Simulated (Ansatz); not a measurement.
A plane-wave DFT run in Ansatz 0.2.0 (scalar-relativistic PAW potentials unless the input names others): input and command.

```yaml
crystal:
  lattice:
    - [1.3151318836, 0.6630639621, 3.4159892441]
    - [-1.1769265419, 0.6555730014, 3.3668681903]
    - [0.0626153086, -1.4655372693, 3.4225467861]
  atoms:
    - { symbol: C, position: [0.1497849379, 0.1215037857, 0.2338035555] }
    - { symbol: C, position: [0.8502150621, 0.8784962143, 0.7661964445] }
basis:
  ecutwfc: "400 eV"
kpoints:
  mp_grid: { grid: [15, 15, 15] }
hamiltonian:
  xc: pbesol
scf:
  occupations: { method: gaussian, width: 0.02 }
  lower_state_search: light
output:
  forces: true
  eigenvalues: true
  stress: true
```

```bash
ansatz run input.yaml --threads 1 --pin off --max-ram 1331MiB --backend cpu --events-out ev --progress --plain --runs-dir out
```

Abridged log:
```
Warning: basis.ecutwfc = 400 eV is below the records' recommended 420 eV, and the density's cutoff is lower with it unless basis.ecutrho_ratio is high enough to keep the records' density cutoff: compare with a run at a higher cutoff
Pseudopotentials: kind: paw
Pseudopotential: C, paw, valence charge 4, recommended cutoff 420 eV (normal)
Functional definition: PBEsol
Crystal: 2 atoms, lattice volume = 18.002 Å³
Basis set: ecut = 400 eV, 311 PW (Γ), FFT grids on a1−a3, a2−a3, a2, exchange–correlation on 36×36×48 points (8 copies of the dense FFT grid, shifted against one another)
Bands: 8, of which v1, the nominal top of the filled ones, is band 4 counted from 1 (3 counted from 0)
Symmetry: 2 space group operations
Space group: P-1 (ITA 2), of the structure as read, at distance tolerance 2.6e-5 Å
k-points: 1688 of 3375
Initial density: superposition of atomic densities (neutral atoms: chi_scale 0, normalization atom), corrected by the library's trained network
Initial wavefunctions: pseudopotential atomic-orbital guess
Functional: x = pbesol(κ = 0.804, μ = 0.12345679), c = pbesol(β = 0.046)
SCF iter   1: F=—  HF=-490.603500 eV  |F-HF|=—  |Δ(HF+E_count)|=         —  Δρ=1.27e-2  dr2=2.32e-2  ethr=1.77e-3  ⟨swp⟩=5.0  Hψ=91426  notcnv=0
SCF iter   2: F=—  HF=-490.599136 eV  |F-HF|=—  |Δ(HF+E_count)|=   4.36e-3  Δρ=7.05e-3  dr2=8.32e-3  ethr=2.90e-4  ⟨swp⟩=2.0  Hψ=29989  notcnv=0  defer=12
SCF iter   3: F=—  HF=-490.597190 eV  |F-HF|=—  |Δ(HF+E_count)|=   1.95e-3  Δρ=5.32e-4  dr2=2.57e-5  ethr=1.04e-4  ⟨swp⟩=2.6  Hψ=26096  notcnv=0  defer=23
SCF iter   4: F=—  HF=-490.597197 eV  |F-HF|=—  |Δ(HF+E_count)|=   7.15e-6  Δρ=1.78e-4  dr2=3.56e-6  ethr=3.22e-7  ⟨swp⟩=2.0  Hψ=20214  notcnv=0  defer=23
SCF iter   5: F=-490.597196 eV  HF=-490.597196 eV  |F-HF|=1.48e-8  |Δ(HF+E_count)|=   1.55e-6  Δρ=2.00e-5  dr2=6.08e-8  ethr=4.45e-8  ⟨swp⟩=2.1  Hψ=19733  notcnv=0  defer=23
SCF iter   6: F=-490.597196 eV  HF=-490.597196 eV  |F-HF|=1.56e-9  |Δ(HF+E_count)|=   1.48e-9  Δρ=4.14e-6  dr2=1.18e-9  ethr=7.60e-10  ⟨swp⟩=2.7  Hψ=49815  notcnv=0
SCF 1 converged in 6 iterations: F = -490.597196 eV  dr2 = 1.18e-9
SCF converged after 6 iterations
Free energy (F): -490.597196 eV
Harris-Foulkes:  -490.597196 eV  (|F-HF|=1.56e-9)
Internal energy: -490.597133 eV  (E = F + TS)
E sigma→0 (E₀):  -490.597164 eV
Entropy (-TS):   -0.000063 eV (-0.032 meV/atom)
Fermi energy:    7.087882 eV
--- Forces (eV/Å), atoms counted from 1 ---
  atom   1  C     -0.31015570    22.55428988    -0.49079912
  atom   2  C      0.31015570   -22.55428988     0.49079912
--- Stress (GPa, compression-positive) ---
       -5.962454       6.950136      -0.482726
        6.950140     140.190347       4.519364
       -0.482728       4.519349       0.378661
  P = ⅓ Tr σ = 44.8689 GPa (448.689 kbar)
```

Apart from outputs and empty bands, the input differs from a reference run on usual settings in basis.ecutwfc: 420 → "400 eV"; scf.lower_state_search: not typed → "light". The reference, at the same geometry (not necessarily relaxed), gave pressure 44.91 GPa, largest force 22.554 eV/Å, no gap on the mesh. This run converged in 6 SCF iterations (reference: 6) with an energy at zero smearing 4.18 meV/atom above the reference's, pressure 44.87 GPa, largest force 22.562 eV/Å, no gap on the mesh. Its cutoff is looser than usual, and the result moved.